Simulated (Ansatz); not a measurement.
Runs of Ansatz 0.2.0 on HfO2. The structure is cubic, space group Fm-3m (No. 225). The conventional cell has a = 5.115 Å, b = 5.115 Å, c = 5.115 Å, α = 90.00°, β = 90.00°, γ = 90.00°. Around Hf (site symmetry m-3m) lie 8 O at 2.21 Å. O (site symmetry -43m) has 4 Hf at 2.21 Å as nearest neighbours. Measurements of this composition are mostly on another form, of space group No. 14.

```tsv
task	level	potentials or basis	spin	cell	k mesh	cutoff (eV)	smearing	driver	optimizer	fmax	steps	filter	other keys	mesh quality	gap on the mesh (eV)	pressure (GPa)	relaxed volume (Å³/atom)
density of states	CAM-B3LYP+D4	Ansatz PAW	off	volume scaled by 0.92	5 × 5 × 5	420	gaussian 0.025 eV	chain	-	-	-	-	-	coarse	9.11	13.2	-
ladder of functionals	LDA	Ansatz PAW	non-collinear, program default start, SOC	as given	9 × 9 × 9	420	tetrahedron	chain	-	-	-	-	hamiltonian.xc = lda	not flagged	(c)	-16.7	-
relaxation of cell and atoms	revPBE	Ansatz PAW earlier set	off	relaxed from: volume scaled by 1.15	7 × 7 × 7	930	fixed	calculator	LBFGS	0.02	30	FrechetCellFilter	-	not flagged	(a)	0.0	11.21
density of states	CAM-B3LYP+D4	Ansatz PAW	off	volume scaled by 0.92	5 × 5 × 5	420	gaussian 0.025 eV	-	-	-	-	-	-	coarse	9.11	13.2	-
ladder of functionals	revPBE	JTH PAW	off	volume scaled by 0.88	9 × 9 × 9	450	tetrahedron	chain	-	-	-	-	scf.occupations.width = left out; …	not flagged	4.23	37.3	-
relaxation of cell and atoms	revPBE+D4	Ansatz PAW	SOC, no magnetisation	relaxed	9 × 9 × 9	420	fixed	calculator	FIRE	0.03	30	FrechetCellFilter	-	not flagged	(b)	0.4	10.87
```

Q: Fill in the values left out.

A: (a) 3.95; (b) 3.98; (c) 3.62.

Caveats: some runs use coarse meshes; odd divisions of the mesh miss points on the zone boundary, where band edges often lie, so the gap on the mesh can be too wide; the potentials were made for another functional, which shifts forces and pressure (some runs); spin-orbit coupling is left out, which moves the levels of the heavy elements (some runs); the thresholds are loose for stress (some runs); with tetrahedron occupations forces and stress needn't match the slope of the energy (some runs); so large a pressure means that the cell lies far from this level's equilibrium, or that cutoff or potentials fall short (some runs); the PAW data sets come from PBE, with cores solved anew for the run's functional, which leaves a small shift of forces and pressure (some runs).

A k mesh can miss the band edges, and rows without SOC leave out spin-orbit coupling on Hf.

The runs don't all hold the same shells in valence.
